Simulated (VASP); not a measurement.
Runs of VASP 6.6.1 on AlN. It takes space group P6_3mc (No. 186, hexagonal). The conventional cell has a = 3.113 Å, b = 3.113 Å, c = 4.981 Å, α = 90.00°, β = 90.00°, γ = 120.00°. Al (site symmetry 3m) has 4 N at 1.89 Å as nearest neighbours. Around N (site symmetry 3m) lie 4 Al at 1.89 Å. 

| level | potentials or basis | k mesh | grid for exact exchange (PRECFOCK) | screening parameter | gap on the mesh (eV) | pressure (GPa) | largest force (eV/Å) |
| --- | --- | --- | --- | --- | --- | --- | --- |
| HSE06 | VASP PAW PBE potentials, release 64 (Al, N) | 6 × 6 × 4 | Fast | 0.2 1/A | 5.59 | (a) | 0.13 |
| LDA | VASP PAW LDA potentials, release 64 (Al, N) | 8 × 8 × 5 | - | - | 4.25 | -4.1 | 0.12 |
| r2SCAN | VASP PAW PBE potentials, release 64 (Al, N) | 8 × 8 × 5 | - | - | 4.90 | -1.3 | 0.13 |
| PBEsol | VASP PAW PBE potentials, release 64 (Al, N) | 8 × 8 × 5 | - | - | 4.15 | (b) | 0.13 |

Alike in all rows: task single point; no spin polarisation; cell as given; cutoff (eV) 520; smearing fermi-dirac 0.02 eV.

Fill in the values left out.

(a) -1.7; (b) 0.2.

Caveats: the PAW data sets were made with another functional, which shifts forces and pressure a little (some runs).

Runs at the PBE level aren't shown here.
